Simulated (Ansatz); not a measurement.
## AlCu under changes of volume

One of the cells (13.466 Å³/atom); the others are scaled copies at fixed shape and fractional positions:

```
CELL_PARAMETERS angstrom
2.99751 0.00000 0.00000
0.00000 2.99751 0.00000
0.00000 0.00000 2.99751
ATOMIC_POSITIONS crystal
Cu 0.50000 0.50000 0.50000
Al 0.00000 0.00000 0.00000
```

The cell comes from a database or a generator and needn't be the stable form of this composition.

* Program: Ansatz 0.2.0
* Functional: PBEsol
* Potentials or basis: Ansatz PAW earlier set
* Cutoff: 900 eV (not typed: the program's choice for these potentials)
* k mesh: 9 × 9 × 9
* Occupations: fermi-dirac, width 0.05 eV
* Spin: no spin polarisation

```csv
volume (Å³/atom),energy over the lowest point (meV/atom),pressure (GPa)
12.658,2.24,2.8
12.928,0.00,0.0
13.197,?,?
13.466,8.26,-4.7
13.736,17.81,-6.6
14.005,30.44,-8.4
14.274,45.80,-9.9
```

Task: What does the run at 13.197 Å³/atom give?

Result: Energy over the lowest point 2.18 meV/atom; pressure -2.5 GPa.

Worked out: A Birch-Murnaghan fit of order 3 (a polynomial in V^(-2/3)) to the other rows has its minimum at 12.92 Å³/atom with B0 = V·E''(V) = 125 GPa and B' = 4.7. It gives 2.18 meV/atom at 13.197 Å³/atom, against the run's 2.18, and -dE/dV = -2.5 GPa, against -2.5.

Energies are extrapolated to zero smearing.

Caveats: the PAW data sets come from PBE, with cores solved anew for the run's functional, which leaves a small shift of forces and pressure.
